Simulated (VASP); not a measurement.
A run of VASP 6.6.1 is set up as follows.

INCAR

```
SYSTEM = BiTe
  PREC = Accurate
  ENCUT = 520
  EDIFF = 1E-6
  ISMEAR = -1
  SIGMA = 0.08
  LREAL = .False.
  LASPH = .True.
  NELM = 80
  ALGO = Normal
  ISIF = 2
  LWAVE = .False.
  LCHARG = .False.
  GGA = PE
  NBANDS = 18
```

Contents of KPOINTS:

```
Automatic mesh
0
Gamma
  10 10 10
  0 0 0
```

The input POSCAR:

```
BiTe
1.0
    0.0000000000      3.2350000000      3.2350000000
    3.2350000000      0.0000000000      3.2350000000
    3.2350000000      3.2350000000      0.0000000000
Bi Te
1 1
Direct
    0.0000000000      0.0000000000      0.0000000000
    0.5000000000      0.5000000000      0.5000000000
```

Potentials or basis: VASP PAW PBE potentials, release 64 (Bi_d, Te).

Launch:

```console
$ cat potpaw_PBE.64/Bi_d/POTCAR potpaw_PBE.64/Te/POTCAR > POTCAR
$ mpirun -np 1 vasp_std > vasp.out
```

(1) Predict the pressure.

(2) What does it give for the band gap on the k mesh?

## Answers

(1) 0.7 GPa.

(2) none (metal or under the smearing width).

Caveat: spin-orbit coupling is left out, which moves the levels of the heavy elements.
